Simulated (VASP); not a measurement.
The system is Cs2SnI6.

```
Cs Sn I
1.0
     0.00000    5.81380    5.81380
     5.81380    0.00000    5.81380
     5.81380    5.81380    0.00000
Cs Sn I
2 1 6
Direct
  0.25000 0.25000 0.25000
  0.75000 0.75000 0.75000
  0.00000 0.00000 0.00000
  0.75464 0.24536 0.24536
  0.24536 0.75464 0.24536
  0.24536 0.75464 0.75464
  0.75464 0.24536 0.75464
  0.24536 0.24536 0.75464
  0.75464 0.75464 0.24536
```

```yaml
Program: VASP 6.6.1
Task: relaxation of cell and atoms
Functional: PBE
Potentials_or_basis: VASP PAW PBE potentials, release 64 (Cs_sv, Sn_d, I)
Cutoff: 600 eV
k_mesh: 6 × 6 × 6
Occupations: gaussian, width 0.03 eV
Spin: no spin polarisation
```

At the start: pressure 1.6 GPa; volume 43.67 Å³/atom.

**Question.** Where does the relaxation end?

**Answer.** Over 7 steps the energy falls by 17.7 meV/atom and the volume is 48.47 Å³/atom (+11.0 %); space group Fm-3m (No. 225, to 0.05 Å).

Step by step:
```tsv
step	energy change (eV)	largest force (eV/Å)	pressure (GPa)	volume (Å³)
1	0.0000	0.2826	1.58	393.02
2	-0.1311	0.1262	0.12	418.10
3	-0.1313	0.1401	0.07	419.17
4	-0.1372	0.1258	0.06	421.04
5	-0.1507	0.0772	0.03	426.65
6	-0.1588	0.0246	0.03	438.04
7	-0.1591	0.0084	0.02	436.19
```

Final structure:
```
CELL_PARAMETERS angstrom
0.00000 6.01934 6.01934
6.01934 0.00000 6.01934
6.01934 6.01934 0.00000
ATOMIC_POSITIONS crystal
Cs 0.25000 0.25000 0.25000
Cs 0.75000 0.75000 0.75000
Sn 0.00000 0.00000 0.00000
I 0.75833 0.24167 0.24167
I 0.24167 0.75833 0.24167
I 0.24167 0.75833 0.75833
I 0.75833 0.24167 0.75833
I 0.24167 0.24167 0.75833
I 0.75833 0.75833 0.24167
```

Caveat: the volume moved by +11 % from the deposited cell, more than functionals usually miss.
